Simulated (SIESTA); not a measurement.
Runs of SIESTA 5.4.2 on Ir. The structure is hexagonal, space group P6_3/mmc (No. 194). The conventional cell has a = 2.751 Å, b = 2.751 Å, c = 4.462 Å, α = 90.00°, β = 90.00°, γ = 120.00°. Ir (site symmetry -6m2) has 12 Ir at 2.74 to 2.75 Å as nearest neighbours. This isn't the form of Ir at room conditions, which is fcc.

```csv
task,level,potentials or basis,cell,k mesh,optimiser,force tolerance,mesh quality,gap on the mesh (eV),pressure (GPa),relaxed volume (Å³/atom)
single point,PBEsol,"PseudoDojo 0.4 standard (PBE files), DZP (energy shift 0.003 Ry; two zetas on semicore shells)",as given,11 × 11 × 6,-,-,not flagged,none,(a),-
relaxation of cell and atoms,revPBE,"PseudoDojo 0.4 standard (PBE files), DZP (energy shift 0.003 Ry; two zetas on semicore shells)",relaxed,6 × 6 × 3,CG,0.02 eV/Å,coarse,none,0.0,14.84
relaxation of cell and atoms,AM05,"PseudoDojo 0.4 standard (PBE files), DZP (energy shift 0.003 Ry; two zetas on semicore shells)",relaxed,6 × 6 × 3,CG,0.02 eV/Å,coarse,none,0.0,14.18
relaxation of cell and atoms,LDA,"PseudoDojo 0.4 standard (LDA files), DZP (energy shift 0.003 Ry; two zetas on semicore shells)",relaxed,6 × 6 × 3,CG,0.02 eV/Å,coarse,none,0.0,14.07
```

Alike in all rows: no spin polarisation; smearing fermi-dirac 0.05 eV; grid cutoff 800 Ry; energy shift 0.003 Ry.

Problem. Fill in the values left out.

Solution. (a) -8.7.

Caveats: some runs use coarse meshes; short orbitals over semicore shells can move pressures by several GPa; the valence orbitals were made in a potential fitted to the semicore shell under them, which widens gaps by tenths of an eV or more; the basis of atomic orbitals isn't converged, which shifts pressures, moduli and gaps; the potentials were made for another functional, which shifts forces and pressure (some runs).

A k mesh can miss the band edges, and the runs leave out spin-orbit coupling on Ir.

A gap of «none» marks a metal or a gap under the smearing width.
